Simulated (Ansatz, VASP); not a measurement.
## CdS in VASP and in Ansatz

```xyz
4
Lattice="4.0789 0.0000 0.0000 -2.0395 3.5324 0.0000 0.0000 0.0000 6.6578" Properties=species:S:1:pos:R:3 pbc="T T T"
Cd    0.0000    2.3550    0.0000
Cd    2.0395    1.1775    3.3289
S     0.0000    2.3550    2.5632
S     2.0395    1.1775    5.8921
```

Change from the starting cell: volume scaled by 0.96.

Alike in both runs: task single point; functional PBE; k mesh 7 × 7 × 4; occupations fermi-dirac, width 0.01 eV; no spin polarisation.

```csv
,VASP,Ansatz
version,VASP 6.6.1,Ansatz 0.2.0
potentials or method,"VASP PAW PBE potentials, release 64 (Cd, S), cutoff 520 eV","all-electron LAPW, scalar-relativistic"
```

Ansatz gave:

```
gap on the k mesh at the Fermi level (eV)       : 1.32
pressure (GPa)                                  : 5.4
largest component of the traceless stress (GPa) : 1.91
rms of the force components (eV/Å)              : 0.176
```

Question: What did VASP give for the same quantities?

Answer: gap on the k mesh at the Fermi level (eV): 1.32; pressure (GPa): 5.8; largest component of the traceless stress (GPa): 1.96; rms of the force components (eV/Å): 0.181.

Atom by atom the forces differ by 0.005 eV/Å (rms over components). Ansatz ran all-electron here, so the differences hold the error of VASP's frozen core and of both bases.
